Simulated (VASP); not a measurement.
# CdS (Hawleyite) (F-43m) in VASP: notebook

The runs below take CdS (Hawleyite) through G0W0 quasiparticle levels, with PBE.

All numbers are computed with VASP 6.6.1; they aren't measurements. Logs are shortened: lines on timing, memory, paths and dates and some standing lists are left out, and cuts for length are marked.

## Step 1: The crystal as given

The structure is cubic, space group F-43m (No. 216). Conventional cell: a = 5.833 Å, b = 5.833 Å, c = 5.833 Å, α = 90.00°, β = 90.00°, γ = 90.00°. Cd (site symmetry -43m) is surrounded by 4 S at 2.53 Å. S (site symmetry -43m) is surrounded by 4 Cd at 2.53 Å.

## Step 2: G0W0 quasiparticle levels, PBE

POSCAR

```
CdS
1.0
    0.0000000000      2.9165000000      2.9165000000
    2.9165000000      0.0000000000      2.9165000000
    2.9165000000      2.9165000000      0.0000000000
Cd S
1 1
Direct
    0.0000000000      0.0000000000      0.0000000000
    0.7500000000      0.7500000000      0.7500000000
```

INCAR.step1

```
ALGO = Fast ; EDIFF = 1E-8
ENCUT = 450 ; GGA = PE
ISMEAR = 0 ; LASPH = True
LCHARG = False ; LREAL = False
LWAVE = True ; NELM = 100
PREC = Accurate ; SIGMA = 0.01
```

INCAR.step2

```
ALGO = Exact ; EDIFF = 1E-8
ENCUT = 450 ; GGA = PE
ISMEAR = 0 ; ISTART = 1
LASPH = True ; LCHARG = False
LOPTICS = True ; LREAL = False
LWAVE = True ; NBANDS = 68
NELM = 1 ; PREC = Accurate
SIGMA = 0.01
```

INCAR.step3

```
ALGO = EVGW0 ; EDIFF = 1E-8
ENCUT = 450 ; ENCUTGW = 150
GGA = PE ; ISMEAR = 0
ISTART = 1 ; LASPH = True
LCHARG = False ; LREAL = False
LWAVE = False ; NBANDS = 68
NBANDSGW = 17 ; NELMGW = 1
NOMEGA = 12 ; PREC = Accurate
PRECFOCK = Fast ; SIGMA = 0.01
```

KPOINTS

```
k-points
0
Gamma
  3 3 3
```

Potentials or basis: VASP PAW PBE potentials, release 64 (Cd_GW, S_GW).

Started as:

```bash
cat potpaw_PBE.64/Cd_GW/POTCAR potpaw_PBE.64/S_GW/POTCAR > POTCAR
cp INCAR.step1 INCAR
mpirun -np 1 vasp_std > vasp.out
cp INCAR.step2 INCAR
mpirun -np 1 vasp_std > vasp.out
cp INCAR.step3 INCAR
mpirun -np 1 vasp_std > vasp.out
```

OUTCAR:

```text
EDIFF = 1E-8
   ENCUT = 450
   ENCUTGW = 150
   GGA = PE
   ISMEAR = 0
   ISTART = 1
   LASPH = True
   LREAL = False
   NELMGW = 1
   PREC = Accurate
   PRECFOCK = Fast

 Found      4 irreducible k-points:

 Following reciprocal coordinates:
            Coordinates               Weight
  0.000000  0.000000  0.000000      1.000000
  0.333333  0.000000  0.000000      8.000000
  0.333333  0.333333  0.000000      6.000000
 -0.333333  0.333333  0.000000     12.000000
   k-points           NKPTS =      4   k-points in BZ     NKDIM =     27   number of bands    NBANDS=     68
   number of dos      NEDOS =    301   number of ions     NIONS =      2
   total plane-waves  NPLWV =  27000
   dimension x,y,z NGX =    30 NGY =   30 NGZ =   30
   dimension x,y,z NGXF=    60 NGYF=   60 NGZF=   60
   ions per type =               1   1
   NGX,Y,Z   is equivalent  to a cutoff of  12.09, 12.09, 12.09 a.u.
   NGXF,Y,Z  is equivalent  to a cutoff of  24.18, 24.18, 24.18 a.u.
 SYSTEM =  unknown system
   PREC   = accura    normal or accurate (medium, high low for compatibility)
   ISTART =      1    job   : 0-new  1-cont  2-samecut
   ICHARG =      0    charge: 1-file 2-atom 10-const
   ISPIN  =      1    spin polarized calculation?
   LNONCOLLINEAR =      F non collinear calculations
   LSORBIT =      F    spin-orbit coupling
   LASPH  =      T    aspherical Exc in radial PAW
   ENCUT  =  450.0 eV  33.07 Ry    5.75 a.u.   7.13  7.13  7.13*2*pi/ulx,y,z
   NELM   =     60;   NELMIN=  2; NELMDL=  0     # of ELM steps
   EDIFF  = 0.1E-07   stopping-criterion for ELM
   LREAL  =      F    real-space projection
   EDIFFG = 0.1E-06   stopping-criterion for IOM
   NSW    =      0    number of steps for IOM
   IBRION =     -1    ionic relax: 0-MD 1-quasi-New 2-CG
   NFREE  =      0    steps in history (QN), initial steepest desc. (CG)
   ISIF   =      0    stress and relaxation
   ISYM   =      3    0-nonsym 1-usesym 2-fastsym
   POTIM  = 0.5000    time-step for ionic-motion
   TEBEG  =    0.0;   TEEND  =   0.0 temperature during run
   PSTRESS=    0.0 pullay stress
   NELECT =      18.0000    total number of electrons
   NUPDOWN=      -1.0000    fix difference up-down
   EMIN   =  10.00;   EMAX   =-10.00  energy-range for DOS
   EFERMI =   0.00;   METHOD = LEGACY
   ISMEAR =     0;   SIGMA  =   0.01  broadening in eV -4-tet -1-fermi 0-gaus
   EFERMI_NEDOS =   21; number of points for ismear=-14 and -15
   IALGO  =     38    algorithm
   IMIX   =      4    mixing-type and parameters
     AMIX     =   0.40;   BMIX     =  1.00
     AMIX_MAG =   1.60;   BMIX_MAG =  1.00
  volume/ion in A,a.u.               =      24.81       167.41
  Fermi-wavevector in a.u.,A,eV,Ry     =   1.167599  2.206442 18.548649  1.363287
  Thomas-Fermi vector in A             =   2.304097
   LORBIT       =      0    0 simple, 1 ext, 2 COOP (PROOUT), +10 PAW based schemes
   GGA     = PE    functional components
   LHFCALC =     T    Hartree Fock is set to
   PRECFOCK=fast      Normal, Fast or Accurate (Low or Medium for compatibility)
   ENCUT4O =  -1.0   cutoff for four orbital integrals eV
   NKREDX  =     1    reduce k-point grid by
   NKREDY  =     1    reduce k-point grid by
   NKREDZ  =     1    reduce k-point grid by
   AEXX    =    1.0000 exact exchange contribution
   HFSCREEN=    0.0000 screening length (either q_TF or 0.3 A-1)
   HFSCREENC=   0.0000 screening length for correlation (either q_TF or 0.3 A-1)
   ENCUTFOCK=  -1.0 apply spherical cutoff to Coloumb kernel
   IVDW    =     0    specifies the selected vdW correction
   LEPSILON=     F    determine dielectric tensor
   LRPA    =     F    only Hartree local field effects (RPA)
   LRPAFORCE           =     F    calculate RPA forces
   ENCUTGW             = 150.0    cutoff for response function in eV
   ENCUTGWSOFT         = 120.0    soft cutoff for Coulomb kernel in GW response function in eV
   ENCUTLF             =  -1.0    cutoff for local field effects
   NELMGW              =     1    number of iterations in solving QP/BSE equation
   NELMHF              =     1    number of iterations in the inner HF iteration
   NKREDLFX            =     1    NKREDLFY  =   1   NKREDLFZ  =   1
 non-spin polarized calculation
 Gauss-broadening in eV      SIGMA  =   0.01
  energy-cutoff  :      450.00
  volume of cell :       49.62
 maximum number of plane-waves:      1089
 NGX is ok and might be reduce to    30
  NGX = 16; NGY = 16; NGZ = 16
   NGX = 15   NGY = 15   NGZ = 15
 maximum number of plane-waves:       212

 QP shifts <psi_nk| G(iteration)W_0 |psi_nk>: iteration 1
 for sc-GW calculations column KS-energies equals QP-energies in previous step
 and V_xc(KS)=  KS-energies - (<T + V_ion + V_H > + <T+V_H+V_ion>^1  + <V_x>^1)

 k-point   1 :       0.0000    0.0000    0.0000
  band No.  KS-energies  QP-energies   sigma(KS)   V_xc(KS)     V^pw_x(r,r')   Z            occupation Imag(sigma)

      1      -9.6269     -10.3484     -14.0991     -12.9919     -20.9027       0.6516       2.0000      -0.6146
      2      -5.0685      -6.9850     -17.9288     -15.1711     -22.9361       0.6950       2.0000       0.3713
      3      -5.0685      -6.9850     -17.9288     -15.1711     -22.9361       0.6950       2.0000       0.3713
      4      -5.0685      -6.9850     -17.9288     -15.1711     -22.9361       0.6950       2.0000       0.3713
      5      -4.5977      -6.6351     -18.3813     -15.4965     -23.2435       0.7063       2.0000       0.4562
      6      -4.5977      -6.6351     -18.3813     -15.4965     -23.2435       0.7063       2.0000       0.4562
[... 9 lines left out ...]
     16      14.1407      14.1936      -7.8193      -7.8901      -2.3983       0.7474       0.0000      -0.5856
     17      15.9596      16.0208      -7.1340      -7.2158      -2.1079       0.7474       0.0000      -0.6721

 k-point   2 :       0.3333    0.0000    0.0000
  band No.  KS-energies  QP-energies   sigma(KS)   V_xc(KS)     V^pw_x(r,r')   Z            occupation Imag(sigma)

      1      -9.3038     -10.0657     -14.5818     -13.4192     -21.2667       0.6553       2.0000      -0.6809
      2      -4.9704      -6.9044     -18.0211     -15.2476     -23.0091       0.6973       2.0000       0.3890
      3      -4.9704      -6.9044     -18.0211     -15.2476     -23.0091       0.6973       2.0000       0.3890
      4      -4.5972      -6.4688     -17.7156     -15.0458     -22.6117       0.7010       2.0000       0.3664
      5      -4.5808      -6.6137     -18.3962     -15.5181     -23.2755       0.7063       2.0000       0.4601
      6      -4.5808      -6.6137     -18.3962     -15.5181     -23.2755       0.7063       2.0000       0.4601
[... 9 lines left out ...]
     16      13.7010      14.1671      -9.3810     -10.0127      -4.4381       0.7380       0.0000      -0.7229
     17      18.3220      18.9657      -9.4261     -10.2802      -3.6687       0.7537       0.0000      -1.0165

 k-point   3 :       0.3333    0.3333    0.0000
  band No.  KS-energies  QP-energies   sigma(KS)   V_xc(KS)     V^pw_x(r,r')   Z            occupation Imag(sigma)

      1      -9.2013      -9.9783     -14.7439     -13.5610     -21.3927       0.6569       2.0000      -0.6977
      2      -4.8463      -6.7784     -17.6770     -14.9178     -22.5268       0.7002       2.0000       0.3748
      3      -4.8209      -6.7720     -18.1987     -15.4116     -23.1892       0.7000       2.0000       0.4172
      4      -4.8209      -6.7720     -18.1987     -15.4116     -23.1892       0.7000       2.0000       0.4172
      5      -4.5328      -6.5727     -18.4531     -15.5677     -23.3312       0.7070       2.0000       0.4639
      6      -4.4827      -6.3939     -17.9332     -15.2177     -22.8133       0.7038       2.0000       0.3929
[... 9 lines left out ...]
     16      18.0285      18.2728      -7.8439      -8.1650      -2.5435       0.7609       0.0000      -0.8137
     17      18.1520      18.8632     -10.0483     -11.0075      -4.2656       0.7415       0.0000      -1.0490

 k-point   4 :      -0.3333    0.3333    0.0000
  band No.  KS-energies  QP-energies   sigma(KS)   V_xc(KS)     V^pw_x(r,r')   Z            occupation Imag(sigma)

      1      -9.0987      -9.8983     -14.9401     -13.7259     -21.5520       0.6585       2.0000      -0.7127
      2      -4.8900      -6.8431     -17.9944     -15.2039     -22.9342       0.6999       2.0000       0.4053
      3      -4.8170      -6.7689     -18.2054     -15.4169     -23.1912       0.7000       2.0000       0.4162
      4      -4.6469      -6.6660     -18.2804     -15.4192     -23.1758       0.7057       2.0000       0.4587
      5      -4.5751      -6.6088     -18.3873     -15.5087     -23.2673       0.7065       2.0000       0.4607
      6      -4.0335      -5.8964     -18.2316     -15.5959     -23.1416       0.7068       2.0000       0.3593
[... 9 lines left out ...]
     16      17.1131      17.6853      -9.3895     -10.1620      -3.8311       0.7407       0.0000      -0.9147
     17      17.7266      18.4443     -10.0633     -11.0243      -4.1776       0.7469       0.0000      -1.1027

 QP shifts <psi_nk| G(iteration)W_0 |psi_nk>: iteration 2

 k-point   1 :       0.0000    0.0000    0.0000
  band No. old QP-enery  QP-energies   sigma(KS)   T+V_ion+V_H  V^pw_x(r,r')   Z            occupation Imag(sigma)

      1     -10.3484     -10.6884     -14.2365       3.3650     -20.9027       0.6499       2.0000      -0.7205
      2      -6.9850      -7.5308     -17.8720      10.1027     -22.9361       0.6959       2.0000       0.4051
      3      -6.9850      -7.5308     -17.8720      10.1027     -22.9361       0.6959       2.0000       0.4051
      4      -6.9850      -7.5308     -17.8720      10.1027     -22.9361       0.6959       2.0000       0.4051
      5      -6.6351      -7.2114     -18.3513      10.8988     -23.2435       0.7051       2.0000       0.4850
      6      -6.6351      -7.2114     -18.3513      10.8988     -23.2435       0.7051       2.0000       0.4850
[... 9 lines left out ...]
     16      14.1936      14.2133      -7.8107      22.0308      -2.3983       0.7461       0.0000      -0.5599
     17      16.0208      16.0399      -7.1291      23.1755      -2.1079       0.7470       0.0000      -0.6500
[... 46 lines left out ...]
      1      -9.8983     -10.2497     -15.0582       4.6271     -21.5520       0.6595       2.0000      -0.7903
      2      -6.8431      -7.3950     -17.9452      10.3138     -22.9342       0.7001       2.0000       0.4433
      3      -6.7689      -7.3160     -18.1501      10.5999     -23.1912       0.7002       2.0000       0.4547
      4      -6.6660      -7.2314     -18.2412      10.7723     -23.1758       0.7042       2.0000       0.4919
      5      -6.6088      -7.1808     -18.3539      10.9336     -23.2673       0.7049       2.0000       0.4928
      6      -5.8964      -6.4003     -18.1726      11.5624     -23.1416       0.7060       2.0000       0.4033
[... 9 lines left out ...]
     16      17.6853      17.7715      -9.4736      27.2751      -3.8311       0.7427       0.0000      -0.9184
     17      18.4443      18.5504     -10.1642      28.7509      -4.1776       0.7453       0.0000      -1.1084

 QP shifts <psi_nk| G(iteration)W_0 |psi_nk>: iteration 3

 k-point   1 :       0.0000    0.0000    0.0000
  band No. old QP-enery  QP-energies   sigma(KS)   T+V_ion+V_H  V^pw_x(r,r')   Z            occupation Imag(sigma)

      1     -10.6884     -10.8123     -14.2438       3.3650     -20.9027       0.6511       2.0000      -0.7187
      2      -7.5308      -7.6852     -17.8551      10.1027     -22.9361       0.6967       2.0000       0.4162
      3      -7.5308      -7.6852     -17.8551      10.1027     -22.9361       0.6967       2.0000       0.4162
      4      -7.5308      -7.6852     -17.8551      10.1027     -22.9361       0.6967       2.0000       0.4162
      5      -7.2114      -7.3745     -18.3415      10.8988     -23.2435       0.7050       2.0000       0.4933
      6      -7.2114      -7.3745     -18.3415      10.8988     -23.2435       0.7050       2.0000       0.4933
[... 9 lines left out ...]
     16      14.2133      14.2169      -7.8127      22.0308      -2.3983       0.7461       0.0000      -0.5585
     17      16.0399      16.0428      -7.1317      23.1755      -2.1079       0.7471       0.0000      -0.6475
[... 46 lines left out ...]
      1     -10.2497     -10.3741     -15.0654       4.6271     -21.5520       0.6600       2.0000      -0.7862
      2      -7.3950      -7.5509     -17.9312      10.3138     -22.9342       0.7008       2.0000       0.4546
      3      -7.3160      -7.4696     -18.1353      10.5999     -23.1912       0.7005       2.0000       0.4662
      4      -7.2314      -7.3909     -18.2302      10.7723     -23.1758       0.7041       2.0000       0.5009
      5      -7.1808      -7.3424     -18.3437      10.9336     -23.2673       0.7047       2.0000       0.5017
      6      -6.4003      -6.5391     -18.1591      11.5624     -23.1416       0.7069       2.0000       0.4178
[... 9 lines left out ...]
     16      17.7715      17.7848      -9.4856      27.2751      -3.8311       0.7423       0.0000      -0.9171
     17      18.5504      18.5667     -10.1786      28.7509      -4.1776       0.7449       0.0000      -1.1065

 QP shifts <psi_nk| G(iteration)W_0 |psi_nk>: iteration 4

 k-point   1 :       0.0000    0.0000    0.0000
  band No. old QP-enery  QP-energies   sigma(KS)   T+V_ion+V_H  V^pw_x(r,r')   Z            occupation Imag(sigma)

      1     -10.8123     -10.8532     -14.2400       3.3650     -20.9027       0.6519       2.0000      -0.7124
      2      -7.6852      -7.7288     -17.8504      10.1027     -22.9361       0.6970       2.0000       0.4197
      3      -7.6852      -7.7288     -17.8504      10.1027     -22.9361       0.6970       2.0000       0.4197
      4      -7.6852      -7.7288     -17.8504      10.1027     -22.9361       0.6970       2.0000       0.4197
      5      -7.3745      -7.4206     -18.3386      10.8988     -23.2435       0.7050       2.0000       0.4957
      6      -7.3745      -7.4206     -18.3386      10.8988     -23.2435       0.7050       2.0000       0.4957
[... 9 lines left out ...]
     16      14.2169      14.2170      -7.8137      22.0308      -2.3983       0.7462       0.0000      -0.5589
     17      16.0428      16.0430      -7.1324      23.1755      -2.1079       0.7472       0.0000      -0.6473
[... 46 lines left out ...]
      1     -10.3741     -10.4148     -15.0629       4.6271     -21.5520       0.6603       2.0000      -0.7806
      2      -7.5509      -7.5948     -17.9274      10.3138     -22.9342       0.7010       2.0000       0.4579
      3      -7.4696      -7.5129     -18.1313      10.5999     -23.1912       0.7006       2.0000       0.4697
      4      -7.3909      -7.4359     -18.2271      10.7723     -23.1758       0.7041       2.0000       0.5035
      5      -7.3424      -7.3880     -18.3408      10.9336     -23.2673       0.7047       2.0000       0.5042
      6      -6.5391      -6.5776     -18.1560      11.5624     -23.1416       0.7072       2.0000       0.4221
[... 9 lines left out ...]
     16      17.7848      17.7868      -9.4876      27.2751      -3.8311       0.7422       0.0000      -0.9169
     17      18.5667      18.5693     -10.1807      28.7509      -4.1776       0.7449       0.0000      -1.1060
```

It took 87 s on 1 thread of AMD EPYC 7R13 (Zen 3), shared host; peak memory 0.29 GiB.

These settings aren't checked as converged: the numbers below hold their error.

Results:

```
Band gap on the k mesh, mean-field level : 1.10 eV, direct
Quasiparticle gap                        : 2.00 eV
```

Caveat: the k mesh is coarse (spacing up to 0.62 Å⁻¹), so the values aren't converged; bands, screening cutoff and mesh are small and nothing is extrapolated, so the quasiparticle values aren't converged; the log holds further tables after the one-shot step; the gap given is that of the first.

[end of part 1 of 2]
